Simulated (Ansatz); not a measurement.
## Ta: equation of state with PBE

The system is Ta.

```
Ta
1.0
     2.90037    0.00000    0.00000
    -1.45019    2.51180    0.00000
     0.00000    0.00000    5.16627
Ta
2
Direct
  0.33333 0.66667 0.25000
  0.66667 0.33333 0.75000
```

This isn't the form of Ta at room conditions, which is bcc.

* Program: Ansatz 0.2.0
* Task: equation of state
* Functional: PBE
* Potentials or basis: all-electron LAPW, scalar-relativistic
* Basis error allowed: 0.0005 eV/atom
* k mesh: 11 × 11 × 5
* Occupations: fermi-dirac, width 0.05 eV
* Spin: no spin polarisation

```json
{
  "Equilibrium volume": "18.72 Å³/atom",
  "Bulk modulus at fixed shape and positions": "189 GPa",
  "Pressure derivative of the bulk modulus": "3.9"
}
```

Energy against volume, from the lowest point:
| volume (Å³/atom) | energy (meV/atom) |
| --- | --- |
| 17.689 | 36.34 |
| 18.066 | 13.97 |
| 18.442 | 2.18 |
| 18.819 | 0.00 |
| 19.195 | 6.52 |
| 19.571 | 20.92 |
| 19.948 | 42.46 |

All runs of the series together: 3 min on 1 thread of Arm Neoverse V1, with other jobs on the host.

Caveat: the cell was scaled at fixed shape and fractional positions, which overstates the stiffness of a crystal with free parameters, most of all of layers and chains. Spin-orbit coupling is left out, which matters for the levels of Ta.
